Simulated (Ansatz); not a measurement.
**BP: LAPW beside PAW**

The same cell of BP is computed with all-electron LAPW, frozen-core PAW and all-electron PAW on datasets made for the crystal, to set the results side by side. The cell is first relaxed from a guess with PAW; it needn't be the stable phase of this composition.

Method: DFT PBE, scalar-relativistic, in Ansatz 0.2.0.

1 further run of the same task is left out (it didn't finish).

### Step 1. Starting point

Symmetry: P-6m2, No. 187, hexagonal system. Conventional cell: a = 2.971 Å, b = 2.971 Å, c = 2.911 Å, α = 90.00°, β = 90.00°, γ = 120.00°. B (site symmetry -6m2) is surrounded by 6 P at 2.25 Å. P (site symmetry -6m2) has 6 B at 2.25 Å as nearest neighbours.

Coordinates:

```
CELL_PARAMETERS angstrom
2.97057 0.00000 0.00000
-1.48529 2.57259 0.00000
0.00000 0.00000 2.91116
ATOMIC_POSITIONS crystal
B 0.00000 0.00000 0.00000
P 0.33333 0.66667 0.50000
```

Atoms are numbered in the order of the input: B1, P2.

### Step 2. Cell and atoms relaxed first

Input file input.yaml:

```yaml
crystal:
  lattice:
    - [2.9705734512, 0.0, 0.0]
    - [-1.4852867256, 2.5725920725, 0.0]
    - [0.0, 0.0, 2.9111619821]
  atoms:
    - { symbol: B, position: [0.0, 0.0, 0.0] }
    - { symbol: P, position: [0.3333333333, 0.6666666667, 0.5] }
kpoints:
  mp_grid: { grid: [13, 13, 11] }
scf:
  occupations: { method: fermi_dirac, width: 0.08 }
hamiltonian:
  xc: pbe
  pseudopotentials: { kind: paw }
output:
  forces: true
  stress: true
relax:
  f_tol: 0.005
  max_steps: 80
  cell: {}
```

The run is started by

```console
ansatz run input.yaml --threads 1 --pin off --max-ram 2048MiB --backend cpu --events-out ev --progress --plain --runs-dir out
```

After this run come: All-electron LAPW; Frozen-core PAW; All-electron PAW on datasets made for the crystal.

Before running it: what results should come out? Wanted: pressure; gap; Bader charges; highest ELF.

The runs gave:

```
           quantity                                           value
           pressure  LAPW 0.03, PAW 0.00, crystal datasets 0.03 GPa
         gap (LAPW)                                            none
Bader charges (PAW)                            B1 +0.06, P2 -0.06 e
  highest ELF (PAW)                             0.84, 0.85 Å from P
```

The pressure is within half a GPa of zero, so the volume is close to equilibrium at this level. There is no gap at this level; the crystal is a metal here. B 2p carries the largest share, 44 %, of the projected states within 0.3 eV of the Fermi level. The projection holds only the free atom's occupied shells (B 2s, B 2p, P 3s, P 3p in this range). The field gradient at P2, the largest by crystal datasets, is 2.39 by PAW and 2.37 by crystal datasets (10²¹ V/m²), within 5 %. In pressure, PAW differs from LAPW by -0.04 GPa.
